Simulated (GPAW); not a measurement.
A run of GPAW 26.7.0:

File run.py:

```python
import numpy as np
from ase.spacegroup import crystal
from ase.units import Bohr, Ha
from gpaw import GPAW, PW
from gpaw.hybrids.energy import non_self_consistent_energy
from gpaw.xc.rpa import RPACorrelation

# In 2a
atoms = crystal(['In'],
                basis=[[0.0, 0.0, 0.0]],
                spacegroup=229, setting=1,  # Im-3m
                cellpar=[3.76505048, 3.76505048, 3.76505048, 90.0, 90.0, 90.0],
                primitive_cell=True)

for x in [1.0]:
    ecuts = np.array([160.0, 200.0, 250])
    a = atoms.copy()
    a.set_cell(atoms.cell * x**(1 / 3), scale_atoms=True)
    calc = GPAW(mode=PW(450),
                xc='PBE',
                kpts={'size': (3, 3, 3), 'gamma': True},
                occupations={'name': 'fermi-dirac', 'width': 0.05},
                nbands=14,
                convergence={'density': 1e-06},
                maxiter=50,
                txt=f'gs-{x:.2f}.txt')
    a.calc = calc
    dft = a.get_potential_energy(force_consistent=True)
    calc.write(f'gs-{x:.2f}.gpw')
    exx = non_self_consistent_energy(calc, 'EXX').sum()
    calc.diagonalize_full_hamiltonian(nbands=int(a.get_volume() / Bohr**3 * (ecuts[-1] / Ha)**1.5 * 2**0.5 / 3 / np.pi**2 * 1.15) + 30)
    calc.write(f'full-{x:.2f}.gpw', mode='all')
    ec = RPACorrelation(f'full-{x:.2f}.gpw', ecut=ecuts, nfrequencies=6, skip_gamma=True, frequency_scale=2.5, txt=f'rpa-{x:.2f}.txt').calculate()
    slope, ec_inf = np.polyfit(ecuts**-1.5, ec, 1)
    print(f'V = {a.get_volume():.4f} A^3: DFT {dft:.5f}, EXX {exx:.5f}, correlation', *ec.round(5), f'extrapolated {ec_inf:.5f}, total {exx + ec_inf:.5f} eV', flush=True)
```

Potentials or basis: GPAW PAW data sets (gpaw-data 1.2.1), pw.

Launch:

```sh
$ OMP_NUM_THREADS=1 python run.py
```

Hardware: 1 thread of Arm Neoverse V1 (shared host).

Q: How long does it take, and how much memory?

A: It took 15 s on 1 thread of Arm Neoverse V1 (shared host), peak memory 0.22 GiB. Counts: scf iterations 10.
